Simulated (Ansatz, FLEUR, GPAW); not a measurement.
Cu: programs and potentials compared

```
Cu
1.0
     0.00000    1.80750    1.80750
     1.80750    0.00000    1.80750
     1.80750    1.80750    0.00000
Cu
1
Cartesian
  0.0000 0.0000 0.0000
```

Alike in all runs: task equation of state; functional PBE; k mesh 13 × 13 × 13; occupations fermi-dirac, width 0.05 eV; no spin polarisation; no spin-orbit coupling.

```tsv
program and potentials	plane-wave cutoff (eV)	notes	equilibrium volume (Å³/atom)	bulk modulus (GPa)
Ansatz, SSSP precision PAW	1225	-	11.95	141.9
Ansatz, Ansatz PAW	420	-	11.95	141.8
Ansatz, PseudoDojo stringent	1415	-	11.93	143.6
Ansatz, Ansatz PAW polarizable	420	-	11.95	141.8
Ansatz, Ansatz PAW (files of its older set among them)	700	-	11.94	141.8
Ansatz, SPMS NC	952	-	11.95	145.8
GPAW, PAW data sets generated for this functional	600	-	12.08	137.9
FLEUR, all-electron, FLAPW	-	-	11.94	141.8
```

The equilibrium volume spans 11.93 (Ansatz, PseudoDojo stringent) to 12.08 Å³/atom (GPAW, PAW data sets generated for this functional), with all-electron results at 11.94. The bulk modulus spans 137.9 (GPAW, PAW data sets generated for this functional) to 145.8 GPa (Ansatz, SPMS NC), with all-electron results at 141.8. For a metal such a mesh isn't converged, which the comparison doesn't need.

The functional is the same throughout but for its coding, so the spread measures potentials, basis and numerics; runs on potential files found faulty are left out.

The PAW runs in Ansatz reproduce the all-electron equation of state almost exactly, while GPAW gives a larger volume, 12.08 Å³/atom, and the softest lattice, 137.9 GPa. That pairing is the usual one, since a metal stiffens as its atoms are pressed together, but volume doesn't account for the whole spread. The SPMS potential gives 145.8 GPa at 11.95 Å³/atom, the same volume at which several PAW runs give a clearly lower modulus. The bulk modulus follows from the curvature of the energy curve, so it can expose errors that leave the minimum in place.

Copper is a demanding test because its compact, nodeless 3d shell is filled yet hybridises with the broad 4s–4p band. Cohesion and short-range repulsion therefore both depend on how the d orbitals are represented, and the outlying values probably reflect differences in that representation or in its numerical resolution. Close agreement here doesn't establish equal accuracy for the d-band position or for surface energies.
